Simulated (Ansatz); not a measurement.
Ga: from a trial structure to a relaxed crystal

Theory: Ansatz, DFT PBEsol, scalar-relativistic, plane waves, PAW. Cutoff 420 eV, Γ-centred k mesh, Gaussian smearing, no spin polarisation in the final step.

Ga was placed on the graphite structure type (P6_3/mmc, No. 194), at a guessed volume.

```
CELL_PARAMETERS angstrom
3.27277 0.00000 0.00000
-1.63639 2.83430 0.00000
0.00000 0.00000 8.91365
ATOMIC_POSITIONS crystal
Ga 0.00000 0.00000 0.25000
Ga 0.00000 0.00000 0.75000
Ga 0.33333 0.66667 0.75000
Ga 0.66667 0.33333 0.25000
```

Cell and atoms relax at zero pressure; the relaxation can't lower the symmetry of the start. After a coarse first stage the cell is made exact in the group found at 0.06 Å.

Energies count from the standard state of Ga at the same level.

**Question.** Which crystal results?

**Answer.** It keeps P6_3/mmc (No. 194), but not the shape of the type it started on. Conventional cell: a = 4.343 Å, c = 5.220 Å. Ga on Wyckoff site b (2 atoms of the primitive cell) is coordinated by 5 Ga at 2.51–2.61 Å; Ga on Wyckoff site d (2 atoms of the primitive cell) is coordinated by 3 Ga at 2.51 Å.

```cif
data_structure
_symmetry_space_group_name_H-M 'P6_3/mmc'
_symmetry_Int_Tables_number 194
_cell_length_a 4.3431
_cell_length_b 4.3431
_cell_length_c 5.2195
_cell_angle_alpha 90.000
_cell_angle_beta 90.000
_cell_angle_gamma 120.000
_cell_volume 85.26
loop_
_atom_site_label
_atom_site_type_symbol
_atom_site_symmetry_multiplicity
_atom_site_Wyckoff_symbol
_atom_site_fract_x
_atom_site_fract_y
_atom_site_fract_z
_atom_site_occupancy
Ga1 Ga 2 b 0.00000 0.00000 0.25000 1
Ga2 Ga 2 d 0.33333 0.66667 0.75000 1
```

**Question.** What are its volume, energy, density and gap?

**Answer.** The volume per atom is 21.32 Å³, the density is 5.43 g/cm³ and the energy over the standard structure is 0.18 eV/atom. The gap on the 12×12×10 mesh is 0 eV (a metal).

The final run used a 12×12×10 mesh on its 4-atom cell and 0.10 eV smearing. For metals, differences of a few meV/atom aren't resolved. A structure relaxed within its symmetry needn't be a true minimum.